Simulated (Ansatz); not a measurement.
This Ansatz input for SiSe2 was spoiled on purpose:

```yaml
crystal:
  lattice:
    - [-3.3504059656, 5.5963407408, 2.9664658936]
    - [3.3504059656, -5.5963407408, 2.9664658936]
    - [3.3504059656, 5.5963407408, -2.9664658936]
  atoms:
    - { symbol: Si, position: [0.25, 0.25, 0.0] }
    - { symbol: Si, position: [0.75, 0.75, 0.0] }
    - { symbol: Se, position: [0.1101346453, 0.8124913907, 0.922626036] }
    - { symbol: Se, position: [0.8898653547, 0.1875086093, 0.077373964] }
    - { symbol: Se, position: [0.6101346453, 0.6875086093, 0.2976432546] }
    - { symbol: Se, position: [0.3898653547, 0.3124913907, 0.7023567454] }
basis:
  ecutwfc: 420
  ecutrho_ratio: 4
kpoints:
  mp_grid: { grid: [6, 6, 6] }
hamiltonian:
  xc: pbe
  hubbard: { sites: [{ species: Se, l: f, u_eff: 30.0 }] }
scf:
  occupations: { method: gaussian, width: 0.05 }
  max_iter: 100
output:
  forces: true
  stress: true
```

Launched as:
```sh
ansatz run input.yaml --threads 4 --pin off --max-ram 7168MiB --backend cpu --events-out ev --progress --plain --runs-dir out
```

Q: What is wrong with it?

A: A U on a shell that isn't there. Against the sound input: hamiltonian.hubbard: {"sites": [{"species": "Se", "l": "f", "u_eff": 30.0}]} (the cap on iterations is only a precaution).

What the program printed:

```
Error: inconsistent input (hamiltonian.hubbard.sites[].l, hamiltonian.hubbard.sites[].shell): the file of Se doesn't list 4f, and it can't be added: PBE doesn't bind the shell 4f of the free atom, whose level lies at +1.12 eV. Type an atom or ion with it (hamiltonian.pseudopotentials.projection_atoms), take another file or name another shell
```

The input was refused before any iteration. Cost: 0.08 s on 4 threads of Arm Neoverse V2, with other jobs on the host, peak memory 0.079 GiB. The run before the change (PBE, 420 eV, 6×6×6 mesh) gave:

| run | P (GPa) | gap on the mesh (eV) | cell moment (μB) | largest force component (eV/Å) |
| --- | --- | --- | --- | --- |
| sound | 0.0 | 2.26 | – | 0.004 |

The chain of runs began from a cell as deposited in COD, expanded in volume. The relaxation kept the space group but changed the cell's proportions, one axis by 6 % at equal volume, so the results may not describe the measured structure. The database's entry of this formula in the relaxed cell's space group, Ibam, has axes of 5.851 × 5.998 × 9.669 Å and 28.28 Å³/atom (1982), the relaxed one 5.933 × 6.701 × 11.193 Å and 37.08.

Of that run: Semilocal functionals underestimate band gaps, commonly by a third or more. The structure is built of weakly bound chains, and this functional has no dispersion term, so their spacing and all that hangs on it (volume, the soft elastic constants, low modes, dielectric constants) are poorly given.
